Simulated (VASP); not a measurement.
# SnSe, relaxation of the cell: which settings are enough?

SnSe, Fm-3m (no. 225), 2 atoms in the cell. R2SCAN; PAW potentials Sn_d, Se (PBE set). VASP 6.6.1.

Wanted: cell volume within 0.2 %; lattice lengths within 0.1 %; shortest distances from each atom, periodic images included within 0.005 Å.

What the run is for: cell; Accuracy asked: standard.

The series start from Plane-wave cutoff (eV): 360; k-point mesh: 5 × 5 × 5; Relaxation passes: 2; Ionic threshold (EDIFFG): -0.005; Electronic threshold (eV): 1e-6; Precision mode (PREC): Accurate; Relaxation algorithm: IBRION=2 POTIM=0.5. Each series keeps the choices made before it, and each single choice may use up half of a tolerance. Times cover all steps of a run.

## Plane-wave cutoff (eV)

| Plane-wave cutoff (eV) | Cell volume (Å³) | Lattice lengths, largest deviation against the largest value | Shortest distances from each atom, periodic images included, largest deviation (Å) | Time (s) |
|---|---|---|---|---|
| 240 | 53.78 | 0.34 % | 0.0102 | 134 |
| 280 | 54.22 | 0.072 % | 0.0022 | 113 |
| 310 | 54.02 | 0.19 % | 0.0058 | 115 |
| 360 | 54.12 | 0.13 % | 0.0038 | 151 |
| 420 | 54.32 | 0.0073 % | 0.0002 | 169 |
| 500 | 54.31 | 0.014 % | 0.0004 | 155 |
| 620 (reference) | 54.33 | 0 % | 0.0000 | 240 |

Chosen: 420, the loosest value from which every tighter one stays within half of the tolerance.

## k-point mesh

| k-point mesh | Cell volume (Å³) | Lattice lengths, largest deviation against the largest value | Shortest distances from each atom, periodic images included, largest deviation (Å) | Time (s) |
|---|---|---|---|---|
| 3 × 3 × 3 | 53.07 | 0.82 % | 0.0248 | 120 |
| 4 × 4 × 4 | 53.05 | 0.84 % | 0.0252 | 149 |
| 5 × 5 × 5 | 54.32 | 0.052 % | 0.0015 | 169 |
| 7 × 7 × 7 | 54.47 | 0.04 % | 0.0012 | 221 |
| 8 × 8 × 8 (reference) | 54.4 | 0 % | 0.0000 | 342 |

Chosen: 8 × 8 × 8; the next looser run is off by more than half of the tolerance, so convergence isn't shown beyond this value.

## Relaxation passes

| Relaxation passes | Cell volume (Å³) | Lattice lengths, largest deviation against the largest value | Shortest distances from each atom, periodic images included, largest deviation (Å) | Time (s) |
|---|---|---|---|---|
| 1 | 54.42 | 0.02 % | 0.0006 | 187 |
| 2 | 54.4 | 0.0078 % | 0.0002 | 342 |
| 3 (reference) | 54.39 | 0 % | 0.0000 | 414 |

Chosen: 1.

## Ionic threshold (EDIFFG)

| Ionic threshold (EDIFFG) | Cell volume (Å³) | Lattice lengths, largest deviation against the largest value | Shortest distances from each atom, periodic images included, largest deviation (Å) | Time (s) |
|---|---|---|---|---|
| -0.05 | 54.54 | 0.072 % | 0.0022 | 113 |
| -0.02 | 54.32 | 0.065 % | 0.0019 | 157 |
| -0.01 | 54.42 | 0 % | 0.0000 | 209 |
| -0.005 | 54.42 | 0 % | 0.0000 | 187 |
| -0.002 (reference) | 54.42 | 0 % | 0.0000 | 208 |

Chosen: -0.01.

## Electronic threshold (eV)

| Electronic threshold (eV) | Cell volume (Å³) | Lattice lengths, largest deviation against the largest value | Shortest distances from each atom, periodic images included, largest deviation (Å) | Time (s) |
|---|---|---|---|---|
| 0.0001 | 54.41 | 0.019 % | 0.0006 | 171 |
| 1e-5 | 54.42 | 0.025 % | 0.0008 | 178 |
| 1e-6 | 54.42 | 0.029 % | 0.0009 | 209 |
| 1e-7 (reference) | 54.38 | 0 % | 0.0000 | 199 |

Chosen: 0.0001.

## Precision mode (PREC)

| Precision mode (PREC) | Cell volume (Å³) | Lattice lengths, largest deviation against the largest value | Shortest distances from each atom, periodic images included, largest deviation (Å) | Time (s) |
|---|---|---|---|---|
| Normal | 54.4 | 0.0045 % | 0.0001 | 93 |
| Accurate (reference) | 54.41 | 0 % | 0.0000 | 171 |

Chosen: Normal.

## Relaxation algorithm

| Relaxation algorithm | Cell volume (Å³) | Lattice lengths, largest deviation against the largest value | Shortest distances from each atom, periodic images included, largest deviation (Å) | Time (s) |
|---|---|---|---|---|
| IBRION=2 POTIM=0.5 | 54.4 | 0 % | 0.0000 | 93 |
| IBRION=2 POTIM=0.2 | 54.46 | 0.033 % | 0.0010 | 81 |
| IBRION=1 POTIM=0.5 | 54.4 | 0 % | 0.0000 | 97 |
| IBRION=1 POTIM=0.2 | 54.46 | 0.033 % | 0.0010 | 95 |

Chosen: IBRION=2 POTIM=0.5; no other choice that stays within half of the tolerance saves 30 % of the time.

## All choices together

| Input | Cell volume (Å³) | Lattice lengths, largest deviation against the largest value | Shortest distances from each atom, periodic images included, largest deviation (Å) | Time (s) |
|---|---|---|---|---|
| the program's defaults (naive) | 52.7 | 1.1 % | 0.0323 | 14 |
| chosen settings | 54.4 | 0.016 % | 0.0005 | 93 |
| reference settings throughout | 54.43 | 0 % | 0.0000 | 680 |

The chosen settings stay within the tolerance of the reference run, but the reference itself isn't shown to be converged in: k-point mesh.

Values of the reference run: Lattice lengths: 4.254, 4.254, 4.254 Å; Shortest distances from each atom, periodic images included: 3.008, 3.008, 3.008, 3.008, 3.008, 3.008, 3.008, 3.008 Å.

## The input

INCAR.step1:
```
SYSTEM = SnSe
METAGGA  = R2SCAN         ! meta-GGA
ISMEAR   = 0              ! smearing method
SIGMA    = 0.03           ! smearing width, eV
LWAVE    = .FALSE.        ! write WAVECAR
LCHARG   = .FALSE.        ! write CHGCAR
NSW      = 80             ! ionic steps
PREC     = Normal         ! precision mode
LASPH    = .TRUE.         ! aspherical terms in the spheres
LREAL    = .FALSE.        ! projectors in reciprocal space
ALGO     = Normal         ! electronic algorithm
EDIFF    = 1E-4           ! SCF threshold, eV
NELM     = 120            ! most SCF steps
GGA_COMPAT= .FALSE.      
IBRION   = 2              ! ionic algorithm
ISIF     = 3              ! what is computed and relaxed
EDIFFG   = -0.01          ! ionic threshold
NELMIN   = 4            
ENCUT    = 420            ! plane-wave cutoff, eV
EFERMI   = MIDGAP       
LMIXTAU  = .TRUE.       
POTIM    = 0.5            ! step
```

INCAR.step2, as INCAR.step1 but for:
```
- NSW = 80
- IBRION = 2
- ISIF = 3
- EDIFFG = -0.01
- NELMIN = 4
- POTIM = 0.5
+ ISIF = 2
```

KPOINTS:
```
Automatic mesh
0
Gamma
  8 8 8
  0 0 0
```

POSCAR.step1:
```
SnSe
1.0
    0.0000000000      3.0100000000      3.0100000000
    3.0100000000      0.0000000000      3.0100000000
    3.0100000000      3.0100000000      0.0000000000
Sn Se
1 1
Direct
    0.0000000000      0.0000000000      0.0000000000
    0.5000000000      0.5000000000      0.5000000000
```

Commands (each step's output is kept before the next begins):
```
cat potpaw_PBE.64/Sn_d/POTCAR potpaw_PBE.64/Se/POTCAR > POTCAR
cp INCAR.step1 INCAR
cp POSCAR.step1 POSCAR
mpirun -np 1 vasp_std > vasp.out
cp CONTCAR POSCAR
cp INCAR.step2 INCAR
mpirun -np 1 vasp_std > vasp.out
```

The chosen input took VASP 6.6.1 93 s on 1 core (Intel Xeon Platinum 8488C (Sapphire Rapids)), a shared host.

## An input that fails: cell relaxed at a low cutoff

It runs to its end, but against the unchanged starting input it is off by 27 % in the cell volume, 10 % in the lattice lengths, 0.3025 Å in the shortest distances from each atom, periodic images included.

Changes against the starting input:
```
(all steps)
- PREC = Accurate
- NELM = 120
- ENCUT = 360
+ PREC = Low
+ NELM = 50
+ ENCUT = 170
```
